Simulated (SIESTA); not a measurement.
Li under changes of volume

One of the cells (21.609 Å³/atom); the others are scaled copies at fixed shape and fractional positions:

```
CELL_PARAMETERS angstrom
-1.75465 1.75465 1.75465
1.75465 -1.75465 1.75465
1.75465 1.75465 -1.75465
ATOMIC_POSITIONS crystal
Li 0.00000 0.00000 0.00000
```

| Property | Result |
| --- | --- |
| Program | SIESTA 5.4.2 |
| Functional | LDA |
| Potentials or basis | PseudoDojo 0.4 standard (LDA files) |
| Basis | DZP (energy shift 0.003 Ry; two zetas on semicore shells) |
| Grid cutoff | 800 Ry |
| Energy shift | 0.003 Ry |
| k mesh | 11 × 11 × 11 |
| Occupations | fermi-dirac, width 0.05 eV |
| Spin | no spin polarisation |

| volume (Å³/atom) | energy over the lowest point (meV/atom) | pressure (GPa) |
| --- | --- | --- |
| 20.312 | 0.00 | -0.8 |
| 20.744 | 2.42 | -1.0 |
| 21.177 | 5.49 | -1.3 |
| 21.609 | 9.15 | -1.5 |
| 22.041 | 13.35 | -1.6 |
| 22.473 | 18.03 | -1.8 |
| 22.905 | ? | ? |

What does the run at 22.905 Å³/atom give?

Energy over the lowest point 23.17 meV/atom; pressure -2.0 GPa.

Worked out: A Birch-Murnaghan fit of order 3 (a polynomial in V^(-2/3)) to the other rows has no minimum within the range. It gives 23.16 meV/atom at 22.905 Å³/atom, against the run's 23.17, and -dE/dV = -2.0 GPa, against -2.0.

Energies are extrapolated to zero smearing.

Caveats: the basis of atomic orbitals isn't converged, which shifts pressures, moduli and gaps.
